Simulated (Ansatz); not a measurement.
The calculation used Ansatz 0.2.0, DFT PBE, scalar-relativistic, plane waves, PAW. All cells share a 420 eV cutoff and Γ-centred k meshes spaced at most about 0.3 Å⁻¹ (about 0.25 or finer for metals, 2π included). Collinear spin in cells that started with moments and kept them past the coarse steps, no spin elsewhere.

Temperature and zero-point effects are left out. Lower structures may exist.

Problem. Order these relaxed structures of GaCo by energy, lowest first, with the energy over the lowest of them.
A.

```xyz
2
Lattice="2.8816 0.0000 0.0000 0.0000 2.8816 0.0000 0.0000 0.0000 2.8816" Properties=species:S:1:pos:R:3 pbc="T T T"
Ga    1.4408    1.4408    1.4408
Co    0.0000    0.0000    0.0000
```

B.

```xyz
2
Lattice="0.0000 2.4010 2.4010 2.4010 0.0000 2.4010 2.4010 2.4010 0.0000" Properties=species:S:1:pos:R:3 pbc="T T T"
Ga    0.0000    0.0000    0.0000
Co    2.4010    2.4010    2.4010
```

C.

```xyz
2
Lattice="2.6473 0.0000 0.0000 -1.3237 2.2926 0.0000 0.0000 0.0000 4.8232" Properties=species:S:1:pos:R:3 pbc="T T T"
Ga    0.0000    0.0000    0.0000
Co    0.0000    0.0000    2.4116
```

Solution. A (0 meV/atom), B (496 meV/atom), C (741 meV/atom). Forms: A caesium chloride type, Pm-3m, moments up to 0.1 μB; B rock salt type, Fm-3m, no spin; C P6/mmm, moments up to 1.5 μB. Counting all near atoms (those within 1.25 times the shortest distance at each site; a plus sign parts nearer from farther groups): A has Ga 8+6, Co 8+6; B has Ga 6, Co 6; C has Ga 8, Co 8.

The magnetic state reached may not be the lowest. The Pm-3m cell at 12.0 Å³/atom was relaxed from a cell as deposited in COD. Trial moments died out on the coarse mesh in Fm-3m; another magnetic start might hold. Cells relaxed within their symmetry can be saddle points. Some types were kept out of the candidates beforehand, so the set may lack a known form.
